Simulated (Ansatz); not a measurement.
Write a Python script for Ansatz 0.2.0, Python API that makes a breakdown of dispersion, smearing and cutoff terms of Se, space group R-3m. Level of theory (first run): revPBE, PAW, cutoff 380 eV, 13×13×13 k-points, Fermi-Dirac smearing of 0.1 eV, D4 dispersion.

Input file `se.xyz`:
```text
1
Lattice="1.925 1.11139927 0.88166667 -1.925 1.11139927 0.88166667 0.0 -2.22279854 0.88166667" Properties=species:S:1:pos:R:3 pbc="T T T"
Se    0.00000000    0.00000000    0.00000000
```

Script `se_terms.py`:
```python
'''Taking single terms out of the free energy of Se.'''

import warnings

import ansatz as az

warnings.simplefilter('ignore', az.DeckWarning)

structure = az.Crystal.from_extxyz('se.xyz')

base = (
    structure.calculation()
    .kpoints(spacing=0.24)
    .occupations(az.OccupationsMethod.FERMI_DIRAC, width=100 * az.meV)
)
with_term = base.functional('revpbe', dispersion='d4').basis(380).cutoff_correction(630).run(threads=1, backend='cpu').report
without = base.functional('revpbe').basis(380).run(threads=1, backend='cpu').report
finer = base.functional('revpbe').basis(630).run(threads=1, backend='cpu').report
removed = az.free_energy_without(with_term, az.EnergyTerm.DISPERSION)
print(f'dispersion term            {with_term["components"]["e_disp"]:.5f} eV')
print(f'F less dispersion          {removed:.5f} eV, run without it {without["free_energy_ev"]:.5f} eV')
print(f'F less smearing term       {az.free_energy_without(without, az.EnergyTerm.SMEARING):.5f} eV')
print(f'estimated gain to 630 eV   {with_term["cutoff_correction"]["energy_ev"]:.5f} eV, found {finer["free_energy_ev"] - without["free_energy_ev"]:.5f} eV')
```

```console
$ python se_terms.py
dispersion term            -1.45815 eV
F less dispersion          -5470.00929 eV, run without it -5470.00929 eV
F less smearing term       -5469.99799 eV
estimated gain to 630 eV   -0.00225 eV, found -0.00223 eV
```

Absolute energies stand on the zero of these potentials, so only differences at equal settings mean something. A total without «per atom» is that of the whole cell that was run. The cutoff lies under the one recommended for these potentials in some of the runs. Dispersion corrections can be off by several per cent in the lattices of metals, and by several GPa in the pressure at a fixed cell. For a metal this k-point mesh is coarse: on a finer one energies can move by several to tens of meV an atom and pressures by half a GPa or more, differences at one mesh by less. This isn't the structure that Se takes at ambient conditions. The script silences the warnings on its input, which a real study should read. Wall time of the script: 7.4 s on 1 thread of Intel(R) Xeon(R) Platinum 8259CL CPU @ 2.50GHz (Skylake/Cascade Lake), on a shared host, peak memory 0.41 GiB.
